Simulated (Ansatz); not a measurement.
# Ta2N in Ansatz: the effect of functional

Crystal: Ta2N.

```
Ta N
1.0
     3.11286    0.00000    0.00000
    -1.55643    2.69582    0.00000
     0.00000    0.00000    4.86984
Ta N
2 1
Direct
  0.33333 0.66667 0.25471
  0.66667 0.33333 0.74529
  0.00000 0.00000 0.00000
```

The cell comes from a database or a generator and needn't be the stable form of this composition.

Alike in all runs:

| Property | Result |
| --- | --- |
| Program | Ansatz 0.2.0 |
| Task | equation of state |
| Potentials or basis | Ansatz PAW |
| k mesh | 10 × 10 × 6 |
| Occupations | fermi-dirac, width 0.05 eV |
| Spin | no spin polarisation |

Q: One run gave: V0 of scaled cells 13.37 Å³/atom; B0 299 GPa. Which functional did it use?
A. LDA
B. r2SCAN
C. PBEsol

A: B.

```tsv
functional	cutoff	V0 of scaled cells (Å³/atom)	B0 (GPa)
LDA	420 eV	12.94	317
PBEsol	420 eV	13.19	302
r2SCAN	500 eV	13.37	299
```

Caveats: the cell was scaled at fixed shape and fractional positions, which overstates the stiffness of a crystal with free parameters, most of all of layers and chains; the PAW data sets come from PBE, with cores solved anew for the run's functional, which leaves a small shift of forces and pressure.

Not every run made on this cell is shown here.
